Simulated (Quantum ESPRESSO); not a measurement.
## TePb under changes of volume

One of the cells (33.730 Å³/atom); the others are scaled copies at fixed shape and fractional positions:

```xyz
2
Lattice="0.0000 3.2310 3.2310 3.2310 0.0000 3.2310 3.2310 3.2310 0.0000" Properties=species:S:1:pos:R:3 pbc="T T T"
Pb    0.0000    0.0000    0.0000
Te    3.2310    3.2310    3.2310
```

* Program: Quantum ESPRESSO 7.5
* Functional: rev-vdW-DF2
* Potentials or basis: PseudoDojo 0.4.1 SR PBE standard
* Cutoff: 1088 eV
* Density cutoff: 4354 eV
* k mesh: 7 × 7 × 7
* Occupations: fermi-dirac, width 0.05 eV
* Spin: no spin polarisation

```tsv
volume (Å³/atom)	energy over the lowest point (meV/atom)	pressure (GPa)
31.706	38.97	4.5
32.380	22.40	3.3
33.055	10.71	2.2
33.730	3.39	1.2
34.404	0.00	0.4
35.079	0.14	-0.4
35.753	?	?
```

Question: What does the run at 35.753 Å³/atom give?

Answer: Energy over the lowest point 3.44 meV/atom; pressure -1.1 GPa.

Worked out: A Birch-Murnaghan fit of order 3 (a polynomial in V^(-2/3)) to the other rows has its minimum at 34.71 Å³/atom with B0 = V·E''(V) = 41 GPa and B' = 4.6. It gives 3.43 meV/atom at 35.753 Å³/atom, against the run's 3.44, and -dE/dV = -1.1 GPa, against -1.1.

Energies are extrapolated to zero smearing.

Caveats: the potentials were made for another functional, which shifts forces and pressure.
